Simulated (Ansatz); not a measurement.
# ZnO: the cell at several levels of theory

The task here is to estimate one member of a computed series from the others.

Program: Ansatz 0.2.0. PAW datasets, plane waves, zero pressure. The cell comes from a prototype generator: it can be a known phase or a hypothetical one. Spin polarisation is off.

### The cell

This is the cell as the run starts from it, not yet at rest; its lengths are not the crystal's.

Space group Fm-3m (No. 225), cubic; a = 3.678 Å in the conventional setting, 6.22 Å³ an atom. Around Zn lie 6 O at 1.84 Å; around O lie 6 Zn at 1.84 Å.

Coordinates:

```cif
data_structure
_symmetry_space_group_name_H-M 'P 1'
_symmetry_Int_Tables_number 1
_cell_length_a 2.6011
_cell_length_b 2.6011
_cell_length_c 2.6011
_cell_angle_alpha 60.000
_cell_angle_beta 60.000
_cell_angle_gamma 60.000
_cell_volume 12.44
loop_
_atom_site_label
_atom_site_type_symbol
_atom_site_fract_x
_atom_site_fract_y
_atom_site_fract_z
_atom_site_occupancy
Zn1 Zn 0.00000 0.00000 0.00000 1
O1 O 0.50000 0.50000 0.50000 1
```

The first run:

The input, input.yaml:

```yaml
crystal:
  lattice:
    - [0.0, 1.839223, 1.839223]
    - [1.839223, 0.0, 1.839223]
    - [1.839223, 1.839223, 0.0]
  atoms:
    - { symbol: Zn, position: [0.0, 0.0, 0.0] }
    - { symbol: O, position: [0.5, 0.5, 0.5] }
kpoints:
  mp_grid: { grid: [10, 10, 10] }
hamiltonian:
  xc: pbe
scf:
  occupations: { method: fermi_dirac, width: 0.02 }
relax:
  f_tol: 0.005
  cell: {}
```

Launch:

```sh
$ ansatz run input.yaml --threads 2 --pin off --max-ram 2211MiB --backend cpu --events-out ev --progress --plain --runs-dir out
```

Steps of the session up to this table: Relaxing with PBE; Relaxing with r2SCAN; Relaxing with PBEsol; LDA: cell and atoms; Relaxing with HSE06.

One of the session's tables, all rows but one given; the rest of the session is left out.

```
 level  a (Å)  volume (Å³/atom)
   PBE  4.330            10.149
r2SCAN  4.268             9.715
PBEsol  4.265             9.698
   LDA      ?                 ?
 HSE06  4.274             9.760
```

**Question.** Estimate the row for LDA.

**Answer.** a (Å): 4.213; volume (Å³/atom): 9.347. In the column «a (Å)» it is the lowest.

In words: The first relaxation changed the volume by +63.1 % from the start. The volume runs from LDA (least) to PBE (most), a spread of 8.6 %, or 2.8 % in length if all axes shared it alike. The meshes differ: PBE 10×10×10, r2SCAN 10×10×10, PBEsol 10×10×10, LDA 10×10×10, HSE06 6×6×6.
